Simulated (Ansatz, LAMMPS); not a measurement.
# Gap against volume in amorphous Al2O3 at 2.75 g/cm^3 (90 atoms)

Density of this cell: 2.84 g/cm³. The cell holds 90 atoms: 36 Al and 54 O. Its edges and angles: a = 10.177 Å, b = 10.213 Å, c = 10.331 Å, α = 88.3°, β = 89.1°, γ = 89.7°. The starting structure: 90 atoms (36 Al, 54 O) placed at random at 2.75 g/cm³, melted at 5000 K for 10 ps at fixed volume with the Morse and Coulomb pair potential with partial charges (Pedone, Malavasi, Menziani, Cormack and Segre, J. Phys. Chem. B 110, 11780 (2006)). Quenched from 5000 K to 300 K at 50 K/ps and fixed volume, held 5 ps, then minimised at fixed cell.

Calculated with Ansatz 0.2.0: Kohn-Sham DFT, PBE, PAW (set soft_2), plane waves; cutoff 420 eV, Γ point, fixed occupations. The relaxed cell was scaled evenly and the atoms were relaxed at each volume. The gap is that between the highest filled and the lowest empty Kohn-Sham level on the run's k-points.

| volume (Å³/atom) | gap (eV) |
| --- | --- |
| 10.731 | 3.698 |
| 11.208 | 3.631 |
| 11.565 | ? |
| 11.923 | 3.439 |
| 12.281 | 3.383 |
| 12.638 | 3.239 |

Task: Fit a straight line in ln V to the rows given and interpolate to the withheld row.

**Working.**

A volume deformation potential makes the spacing linear in u = ln(V/V0), with V0 = 11.923 Å³ the relaxed volume; v is the spacing.

```
u = ln(V/V0)  v (eV)
   -0.105360   3.698
  -0.0618766  3.6311
           0  3.4389
   0.0295597  3.3829
   0.0582688  3.2391
```

With n = 5: mean u = -0.0158815, mean v = 3.478, Σ(u − ū)² = 0.017937, Σ(u − ū)(v − v̄) = -0.049384. Slope b = -0.049384 / 0.017937 = -2.7531; intercept a = v̄ − b ū = 3.4343.

At the withheld volume u = -0.03046, and v = a + b u.

Prediction at 11.565: 3.518 eV. The run gave 3.606 eV, so the fit is low by 0.088 eV (2.4 % of the value).

The rows follow a line only loosely (correlation 0.97 in size over all rows, under the 0.97 asked here), so the slope of -2.75 eV is a mean trend and no deformation potential. Among the rows given, the largest miss of the fit is at 12.638, by 0.035 eV (7.6 % of the range of the table).

Limits: The table spans 16 % in volume, wide for a linear law. Semilocal functionals tend to put gaps under measured ones. Only the Γ point is sampled. Atoms move by up to 0.7 Å in these relaxations, so the structure changes along the series. Defect or tail levels can set the spacing of a disordered cell.

[Logs are printed without paths, hosts, clocks, repeated set-up lines and the standing remarks that a program may print on its own settings, such as how far it seeks lower states.]

[Hosts, paths, dates, database ids (printed as entryN), source tags and the programs' standing remarks are cut or masked in the printed files.]
